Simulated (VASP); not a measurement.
# Ge (I4_1/amd) in VASP: further runs

One crystal, Ge, is run at these levels: PBE; tasks: single point.

All numbers are computed with VASP 6.6.1; they aren't measurements. Logs are shortened: lines on timing, memory, paths and dates and some standing lists are left out, and cuts for length are marked.

## (1) Starting point

Symmetry: I4_1/amd, No. 141, tetragonal system. The conventional cell has a = 5.149 Å, b = 5.149 Å, c = 2.795 Å, α = 90.00°, β = 90.00°, γ = 90.00°. Ge (site symmetry -4m2) has 6 Ge at 2.67 to 2.79 Å as nearest neighbours.

This isn't the form of Ge at room conditions, which is diamond.

## (2) Single point, PBE

Contents of INCAR:

```
PREC = Accurate
ENCUT = 600
EDIFF = 1E-7
ISMEAR = 0
SIGMA = 0.05
LREAL = F
LASPH = T
NELM = 100
ALGO = Normal
ISIF = 2
LWAVE = F
LCHARG = F
GGA = PE
NBANDS = 21
ADDGRID = F
```

Contents of KPOINTS:

```
regular mesh
0
Gamma
  11 11 11
```

Contents of POSCAR:

```
Ge
1.0
   -2.5744897190      2.5744897190      1.3974126432
    2.5744897190     -2.5744897190      1.3974126432
    2.5744897190      2.5744897190     -1.3974126432
Ge
2
Direct
    0.5000000000      0.5000000000      0.0000000000
    0.2500000000      0.7500000000      0.5000000000
```

Potentials or basis: VASP PAW PBE potentials, release 64 (Ge_d).

Command:

```console
$ cat potpaw_PBE.64/Ge_d/POTCAR > POTCAR
$ mpirun -np 1 vasp_std > vasp.out
```

OUTCAR:

```text
PREC = Accurate
   ENCUT = 600
   EDIFF = 1E-7
   ISMEAR = 0
   LREAL = F
   LASPH = T
   NELM = 100
   ISIF = 2
   GGA = PE

 Found    126 irreducible k-points:

 Following reciprocal coordinates:
            Coordinates               Weight
  0.000000  0.000000  0.000000      1.000000
  0.090909  0.000000 -0.000000      8.000000
  0.181818  0.000000 -0.000000      8.000000
  0.272727  0.000000  0.000000      8.000000
  0.363636  0.000000 -0.000000      8.000000
  0.454545  0.000000 -0.000000      8.000000
   k-points           NKPTS =    126   k-points in BZ     NKDIM =    126   number of bands    NBANDS=     21
   number of dos      NEDOS =    301   number of ions     NIONS =      2
   total plane-waves  NPLWV =  32768
   dimension x,y,z NGX =    32 NGY =   32 NGZ =   32
   dimension x,y,z NGXF=    64 NGYF=   64 NGZF=   64
   ions per type =               2
   NGX,Y,Z   is equivalent  to a cutoff of  13.64, 13.64, 13.64 a.u.
   NGXF,Y,Z  is equivalent  to a cutoff of  27.28, 27.28, 27.28 a.u.
 SYSTEM =  unknown system
   PREC   = accura    normal or accurate (medium, high low for compatibility)
   ISTART =      0    job   : 0-new  1-cont  2-samecut
   ICHARG =      2    charge: 1-file 2-atom 10-const
   ISPIN  =      1    spin polarized calculation?
   LNONCOLLINEAR =      F non collinear calculations
   LSORBIT =      F    spin-orbit coupling
   LASPH  =      T    aspherical Exc in radial PAW
   ENCUT  =  600.0 eV  44.10 Ry    6.64 a.u.   7.79  7.79  7.79*2*pi/ulx,y,z
   NELM   =    100;   NELMIN=  2; NELMDL= -5     # of ELM steps
   EDIFF  = 0.1E-06   stopping-criterion for ELM
   LREAL  =      F    real-space projection
   EDIFFG = 0.1E-05   stopping-criterion for IOM
   NSW    =      0    number of steps for IOM
   IBRION =     -1    ionic relax: 0-MD 1-quasi-New 2-CG
   NFREE  =      0    steps in history (QN), initial steepest desc. (CG)
   ISIF   =      2    stress and relaxation
   ISYM   =      2    0-nonsym 1-usesym 2-fastsym
   POTIM  = 0.5000    time-step for ionic-motion
   TEBEG  =    0.0;   TEEND  =   0.0 temperature during run
   PSTRESS=    0.0 pullay stress
   NELECT =      28.0000    total number of electrons
   NUPDOWN=      -1.0000    fix difference up-down
   EMIN   =  10.00;   EMAX   =-10.00  energy-range for DOS
   EFERMI =   0.00;   METHOD = LEGACY
   ISMEAR =     0;   SIGMA  =   0.05  broadening in eV -4-tet -1-fermi 0-gaus
   EFERMI_NEDOS =   21; number of points for ismear=-14 and -15
   IALGO  =     38    algorithm
   IMIX   =      4    mixing-type and parameters
     AMIX     =   0.40;   BMIX     =  1.00
     AMIX_MAG =   1.60;   BMIX_MAG =  1.00
  volume/ion in A,a.u.               =      18.52       125.01
  Fermi-wavevector in a.u.,A,eV,Ry     =   1.491209  2.817976 30.255333  2.223704
  Thomas-Fermi vector in A             =   2.603893
   LORBIT       =      0    0 simple, 1 ext, 2 COOP (PROOUT), +10 PAW based schemes
   GGA     = PE    functional components
   LHFCALC =     F    Hartree Fock is set to
   AEXX    =    0.0000 exact exchange contribution
   IVDW    =     0    specifies the selected vdW correction
   LEPSILON=     F    determine dielectric tensor
   LRPA    =     F    only Hartree local field effects (RPA)
 non-spin polarized calculation
 Gauss-broadening in eV      SIGMA  =   0.05
  energy-cutoff  :      600.00
  volume of cell :       37.05
 maximum number of plane-waves:      1258
   NGX = 15   NGY = 15   NGZ = 15

 number of electron      28.0000000 magnetization

 Free energy of the ion-electron system (eV)
  ---------------------------------------------------
  ext. energy  EPLUGINS =         0.00000000
  ---------------------------------------------------
  free energy    TOTEN  =        -8.56095350 eV

  energy without entropy =       -8.55902608  energy(sigma->0) =       -8.55998979

 E-fermi :   6.8419     XC(G=0): -11.3195

 val. band max:        6.8334385813   @ k =  -0.1818  -0.2727   0.1818
 cond. band min:       6.8457305045   @ k =  -0.4545   0.0909   0.0000
 fundamental gap:      0.0122919231
 Fermi energy:         6.8418774735

 k-point     1 :       0.0000    0.0000    0.0000
  band No.  band energies     occupation
      1     -17.9540      2.00000
      2     -17.9107      2.00000
      3     -17.8786      2.00000
      4     -17.8785      2.00000
      5     -17.7729      2.00000
      6     -17.7729      2.00000
[... 13 lines left out ...]
     20      18.3561      0.00000
     21      19.3357      0.00000

 k-point     2 :       0.0909    0.0000   -0.0000
  band No.  band energies     occupation
      1     -17.9508      2.00000
      2     -17.8998      2.00000
      3     -17.8743      2.00000
      4     -17.8653      2.00000
      5     -17.7815      2.00000
      6     -17.7801      2.00000
[... 13 lines left out ...]
     20      18.2559      0.00000
     21      18.9094      0.00000

 k-point     3 :       0.1818    0.0000   -0.0000
  band No.  band energies     occupation
      1     -17.9411      2.00000
      2     -17.8727      2.00000
      3     -17.8630      2.00000
      4     -17.8366      2.00000
      5     -17.7989      2.00000
      6     -17.7856      2.00000
[... 13 lines left out ...]
     20      16.6478      0.00000
     21      17.4921      0.00000

 k-point     4 :       0.2727    0.0000    0.0000
  band No.  band energies     occupation
      1     -17.9280      2.00000
      2     -17.8504      2.00000
      3     -17.8495      2.00000
      4     -17.8268      2.00000
      5     -17.8157      2.00000
      6     -17.7864      2.00000
[... 13 lines left out ...]
     20      15.3771      0.00000
     21      17.7518      0.00000

 k-point     5 :       0.3636    0.0000   -0.0000
  band No.  band energies     occupation
      1     -17.9169      2.00000
      2     -17.8515      2.00000
      3     -17.8466      2.00000
      4     -17.8377      2.00000
      5     -17.8155      2.00000
      6     -17.7982      2.00000
[... 13 lines left out ...]
     20      15.6800      0.00000
     21      18.8164      0.00000

 k-point     6 :       0.4545    0.0000   -0.0000
  band No.  band energies     occupation
      1     -17.9095      2.00000
      2     -17.8640      2.00000
      3     -17.8593      2.00000
      4     -17.8326      2.00000
      5     -17.8063      2.00000
      6     -17.8054      2.00000
[... 13 lines left out ...]
     20      18.2578      0.00000
     21      19.0018      0.00000

 [... further k-points ...]
[... 5 lines left out ...]
  --------------------------------------------------------------------------------------
  -------------------------------------------------------------------------------------
  Total        0.7439245      0.7439245      0.7798505      0.0000000      0.0000000      0.0000000
  in kB       32.1715873     32.1715873     33.7252339      0.0000000      0.0000000      0.0000000
  external PRESSURE =      32.6894695 kB  Pullay stress =       0.0000000 kB

 VOLUME and BASIS-vectors are now :
 -----------------------------------------------------------------------------
  energy-cutoff  :      600.00
  volume of cell :       37.05
      direct lattice vectors                 reciprocal lattice vectors
    -2.574489719  2.574489719  1.397412643     0.000000000  0.194213244  0.357804119
     2.574489719 -2.574489719  1.397412643     0.194213244  0.000000000  0.357804119
     2.574489719  2.574489719 -1.397412643     0.194213244  0.194213244  0.000000000

 POSITION                                       TOTAL-FORCE (eV/Angst)
 -----------------------------------------------------------------------------------
      0.00000      0.00000      1.39741        -0.000000     -0.000000      0.000000
      2.57449      0.00000      0.69871         0.000000      0.000000     -0.000000
 -----------------------------------------------------------------------------------
    total drift:                               -0.000000     -0.000000     -0.000000

  FREE ENERGIE OF THE ION-ELECTRON SYSTEM (eV)
  ---------------------------------------------------
  free  energy   TOTEN  =        -8.5609534997 eV

  energy  without entropy=       -8.5590260777  energy(sigma->0) =       -8.55998979
```

OSZICAR:

```text
N       E                     dE             d eps       ncg     rms          rms(c)
DAV:   1     0.185217903643E+03    0.18522E+03   -0.15262E+04  6032   0.417E+03
DAV:   2     0.166760998494E+02   -0.16854E+03   -0.16347E+03  5312   0.633E+02
DAV:   3    -0.784176388648E+01   -0.24518E+02   -0.24291E+02  6042   0.139E+02
DAV:   4    -0.856786042872E+01   -0.72610E+00   -0.72531E+00  5938   0.276E+01
DAV:   5    -0.857864904728E+01   -0.10789E-01   -0.10788E-01  5955   0.369E+00    0.211E+00
DAV:   6    -0.856627092242E+01    0.12378E-01   -0.18025E-02  7195   0.230E+00    0.120E+00
DAV:   7    -0.856109895006E+01    0.51720E-02   -0.12609E-02  7190   0.170E+00    0.110E-01
DAV:   8    -0.856095055951E+01    0.14839E-03   -0.19330E-03  6599   0.802E-01    0.407E-02
DAV:   9    -0.856095476345E+01   -0.42039E-05   -0.54197E-05  6766   0.103E-01    0.116E-02
DAV:  10    -0.856095385029E+01    0.91316E-06   -0.40217E-06  7076   0.293E-02    0.176E-03
DAV:  11    -0.856095354610E+01    0.30419E-06   -0.13212E-07  4747   0.524E-03    0.366E-04
DAV:  12    -0.856095349967E+01    0.46426E-07   -0.39080E-08  3461   0.364E-03
   1 F= -.85609535E+01 E0= -.85599898E+01  d E =-.192742E-02
```

stdout:

```text
POSCAR found type information on POSCAR Ge
 POSCAR found :  1 types and       2 ions
 scaLAPACK will be used
 LDA part: xc-table for (Slater+PW92), standard interpolation
 POSCAR, INCAR and KPOINTS ok, starting setup
 FFT: planning ... GRIDC
 FFT: planning ... GRID_SOFT
 FFT: planning ... GRID
 WAVECAR not read
 entering main loop
```

It took 32 s on 1 thread of Intel Xeon 6975P-C (Granite Rapids), shared host; peak memory 0.23 GiB.

The run converged, but some of its settings lie outside the range that counts as converged, so its numbers aren't taken as properties of the crystal.

What came out:

```yaml
Free_energy: -8.5610 eV
Pressure: 3.3 GPa
Band_gap_on_the_k_mesh: none (metal or under the smearing width)
```

## (3) Single point, PBE

INCAR is that of step 2.

KPOINTS is that of step 2.

Contents of POSCAR:

```
Ge
1.0
   -2.5744897190      2.5744897190      1.3974126432
    2.5744897190     -2.5744897190      1.3974126432
    2.5744897190      2.5744897190     -1.3974126432
Ge
2
Direct
    0.5147880000      0.5105290000      0.0041050000
    0.2603220000      0.7562090000      0.5249690000
```

Potentials or basis: VASP PAW PBE potentials, release 64 (Ge_d).

Command:

```console
$ cat potpaw_PBE.64/Ge_d/POTCAR > POTCAR
$ mpirun -np 1 vasp_std > vasp.out
```

Run time: 2.4 min. Hardware: 1 thread of Intel Xeon 6975P-C (Granite Rapids), shared host; peak memory 0.57 GiB.

These settings aren't checked as converged: the numbers below hold their error.

Results:

```yaml
Free_energy: -8.5500 eV
Pressure: 3.3 GPa
Largest_force: 0.280 eV/Å
Band_gap_on_the_k_mesh: none (metal or under the smearing width)
```

## (4) Single point, PBE

Changes to INCAR since step 3:

```diff
@@ -1,3 +1,3 @@
 PREC = Accurate
-ENCUT = 600
+ENCUT = 500
 EDIFF = 1E-7
```

Contents of KPOINTS:

```
regular mesh
0
Gamma
  13 13 13
```

Contents of POSCAR:

```
Ge
1.0
   -2.5744897190      2.5744897190      1.3974126432
    2.5744897190     -2.5744897190      1.3974126432
    2.5744897190      2.5744897190     -1.3974126432
Ge
2
Direct
    0.5000000000      0.5000000000      0.0000000000
    0.2500000000      0.7500000000      0.5000000000
```

Command:

```console
$ cat potpaw_PBE.64/Ge_d/POTCAR > POTCAR
$ mpirun -np 1 vasp_std > vasp.out
```

Wall time 45 s (1 thread of Intel Xeon 6975P-C (Granite Rapids), shared host); peak memory 0.24 GiB.

The run converged, but some of its settings lie outside the range that counts as converged, so its numbers aren't taken as properties of the crystal.

Results:

```
Free energy            : -8.5641 eV
Pressure               : 3.0 GPa
Band gap on the k mesh : none (metal or under the smearing width)
```

## (5) Single point, PBE

INCAR is that of step 4.

KPOINTS is that of step 4.

Contents of POSCAR:

```
Ge
1.0
   -2.5744897190      2.5744897190      1.3974126432
    2.5744897190     -2.5744897190      1.3974126432
    2.5744897190      2.5744897190     -1.3974126432
Ge
2
Direct
    0.5147880000      0.5105290000      0.0041050000
    0.2603220000      0.7562090000      0.5249690000
```

Potentials or basis: VASP PAW PBE potentials, release 64 (Ge_d).

Command:

```console
$ cat potpaw_PBE.64/Ge_d/POTCAR > POTCAR
$ mpirun -np 1 vasp_std > vasp.out
```

OUTCAR:

```text
PREC = Accurate
   ENCUT = 500
   EDIFF = 1E-7
   ISMEAR = 0
   LREAL = F
   LASPH = T
   NELM = 100
   ISIF = 2
   GGA = PE

 Found   1099 irreducible k-points:

 Following reciprocal coordinates:
            Coordinates               Weight
  0.000000  0.000000  0.000000      1.000000
  0.076923  0.000000  0.000000      2.000000
  0.076923  0.000000 -0.076923      2.000000
  0.000000  0.076923 -0.076923      2.000000
  0.000000  0.076923  0.000000      2.000000
  0.153846  0.000000 -0.000000      2.000000
   k-points           NKPTS =   1099   k-points in BZ     NKDIM =   1099   number of bands    NBANDS=     21
   number of dos      NEDOS =    301   number of ions     NIONS =      2
   total plane-waves  NPLWV =  21952
   dimension x,y,z NGX =    28 NGY =   28 NGZ =   28
   dimension x,y,z NGXF=    56 NGYF=   56 NGZF=   56
   ions per type =               2
   NGX,Y,Z   is equivalent  to a cutoff of  11.94, 11.94, 11.94 a.u.
   NGXF,Y,Z  is equivalent  to a cutoff of  23.87, 23.87, 23.87 a.u.
 SYSTEM =  unknown system
   PREC   = accura    normal or accurate (medium, high low for compatibility)
   ISTART =      0    job   : 0-new  1-cont  2-samecut
   ICHARG =      2    charge: 1-file 2-atom 10-const
[... 48 lines left out ...]
  ext. energy  EPLUGINS =         0.00000000
  ---------------------------------------------------
  free energy    TOTEN  =        -8.55169246 eV

  energy without entropy =       -8.55091322  energy(sigma->0) =       -8.55130284

 E-fermi :   6.7600     XC(G=0): -11.3183

 val. band max:        6.7596388465   @ k =  -0.3077   0.0769   0.3846
 cond. band min:       6.7657294902   @ k =   0.4615   0.0769   0.0769
 fundamental gap:      0.0060906438
 Fermi energy:         6.7600187430

 k-point     1 :       0.0000    0.0000    0.0000
  band No.  band energies     occupation
      1     -17.9616      2.00000
      2     -17.9180      2.00000
      3     -17.8858      2.00000
      4     -17.8845      2.00000
      5     -17.7850      2.00000
      6     -17.7767      2.00000
[... 133 lines left out ...]
     20      17.1532      0.00000
     21      17.8022      0.00000

 [... further k-points ...]
[... 5 lines left out ...]
  --------------------------------------------------------------------------------------
  -------------------------------------------------------------------------------------
  Total        0.5140329      0.7412201      0.9087485     -0.0010673     -0.0542793      0.0538193
  in kB       22.2297479     32.0546327     39.2995250     -0.0461546     -2.3473507      2.3274560
  external PRESSURE =      31.1946352 kB  Pullay stress =       0.0000000 kB

 VOLUME and BASIS-vectors are now :
 -----------------------------------------------------------------------------
  energy-cutoff  :      500.00
  volume of cell :       37.05
      direct lattice vectors                 reciprocal lattice vectors
    -2.574489719  2.574489719  1.397412643     0.000000000  0.194213244  0.357804119
     2.574489719 -2.574489719  1.397412643     0.194213244  0.000000000  0.357804119
     2.574489719  2.574489719 -1.397412643     0.194213244  0.194213244  0.000000000

 POSITION                                       TOTAL-FORCE (eV/Angst)
 -----------------------------------------------------------------------------------
     -0.00040      0.02153      1.42705         0.207330      0.240501     -0.024792
      2.62818      0.07487      0.68691        -0.207330     -0.240501      0.024792
 -----------------------------------------------------------------------------------
    total drift:                               -0.000042      0.000222      0.000008

  FREE ENERGIE OF THE ION-ELECTRON SYSTEM (eV)
  ---------------------------------------------------
  free  energy   TOTEN  =        -8.5516924644 eV

  energy  without entropy=       -8.5509132217  energy(sigma->0) =       -8.55130284
```

OSZICAR:

```text
N       E                     dE             d eps       ncg     rms          rms(c)
DAV:   1     0.173591443067E+03    0.17359E+03   -0.13842E+04 52739   0.375E+03
DAV:   2     0.147680708885E+02   -0.15882E+03   -0.15397E+03 46453   0.583E+02
DAV:   3    -0.793762806357E+01   -0.22706E+02   -0.22522E+02 52560   0.131E+02
DAV:   4    -0.856145253535E+01   -0.62382E+00   -0.62346E+00 51495   0.254E+01
DAV:   5    -0.857053822609E+01   -0.90857E-02   -0.90855E-02 52206   0.333E+00    0.213E+00
DAV:   6    -0.855734662127E+01    0.13192E-01   -0.18061E-02 62573   0.228E+00    0.121E+00
DAV:   7    -0.855184639045E+01    0.55002E-02   -0.13562E-02 62495   0.174E+00    0.112E-01
DAV:   8    -0.855168990717E+01    0.15648E-03   -0.21426E-03 59811   0.814E-01    0.395E-02
DAV:   9    -0.855169298042E+01   -0.30732E-05   -0.69380E-05 60170   0.119E-01    0.129E-02
DAV:  10    -0.855169256433E+01    0.41609E-06   -0.40309E-06 59915   0.234E-02    0.232E-03
DAV:  11    -0.855169246443E+01    0.99902E-07   -0.22367E-07 44536   0.455E-03
   1 F= -.85516925E+01 E0= -.85513028E+01  d E =-.779243E-03
```

It took 3.9 min on 1 thread of Intel Xeon 6975P-C (Granite Rapids), shared host; peak memory 0.67 GiB.

The run converged, but some of its settings lie outside the range that counts as converged, so its numbers aren't taken as properties of the crystal.

Results:

| Quantity | Value |
| --- | --- |
| Free energy | -8.5517 eV |
| Pressure | 3.1 GPa |
| Largest force | 0.318 eV/Å |
| Band gap on the k mesh | none (metal or under the smearing width) |

## (6) Single point, PBE

Changes to INCAR since step 5:

```diff
@@ -1,3 +1,3 @@
 PREC = Accurate
-ENCUT = 500
+ENCUT = 600
 EDIFF = 1E-7
```

KPOINTS is that of step 5.

Contents of POSCAR:

```
Ge
1.0
   -2.5744897190      2.5744897190      1.3974126432
    2.5744897190     -2.5744897190      1.3974126432
    2.5744897190      2.5744897190     -1.3974126432
Ge
2
Direct
    0.5000000000      0.5000000000      0.0000000000
    0.2500000000      0.7500000000      0.5000000000
```

Potentials or basis: VASP PAW PBE potentials, release 64 (Ge_d).

Command:

```console
$ cat potpaw_PBE.64/Ge_d/POTCAR > POTCAR
$ mpirun -np 1 vasp_std > vasp.out
```

It took 48 s on 1 thread of Intel Xeon 6975P-C (Granite Rapids), shared host; peak memory 0.28 GiB.

The run converged, but some of its settings lie outside the range that counts as converged, so its numbers aren't taken as properties of the crystal.

What came out:

| Property | Result |
| --- | --- |
| Free energy | -8.5645 eV |
| Pressure | 3.1 GPa |
| Band gap on the k mesh | none (metal or under the smearing width) |
